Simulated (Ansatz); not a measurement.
# Which way does SnS + GaSe ⇌ SnSe + GaS run?

Plane-wave DFT in Ansatz with scalar-relativistic PAW potentials, cutoff 420 eV, Γ-centred meshes chosen by cell and gap, Gaussian smearing with energies taken to zero width. Every cell was relaxed (cell and atoms) in a run of its own, within the symmetry of its start. Functional: PBEsol.

Total energies hold large constants for each element; a whole number of eV per atom of each element is taken off below, which cancels in a balanced reaction.

| compound | lowest structure computed | structures tried | V (Å³/atom) | gap on mesh (eV) | E (eV per formula unit, common shift removed) |
| --- | --- | --- | --- | --- | --- |
| SnS | Pnma | 6 | 23.39 | 0.74 | -0.6460 |
| GaSe | P6_3/mmc | 3 | 24.88 | 1.06 | -1.5225 |
| SnSe | Pnma | 4 | 25.87 | 0.49 | -0.8639 |
| GaS | P6_3/mmc | 2 | 22.07 | 1.73 | -1.4148 |

**Question.** Work out the reaction energy at 0 K.

**Answer.** ΔE = E(SnSe) + E(GaS) − E(SnS) − E(GaSe) = -0.110 eV, or -11 kJ per mole of reaction (-28 meV/atom). The right side is lower: Sn takes Se and Ga takes S. All four are computed as solids; where they are solids at ordinary conditions entropy changes little. A lower structure that wasn't tried would shift the value, and mixed crystals may lie lower than either side.

Each cell of GaS, GaSe holds layers, and where no dispersion correction was added their binding is poorly described.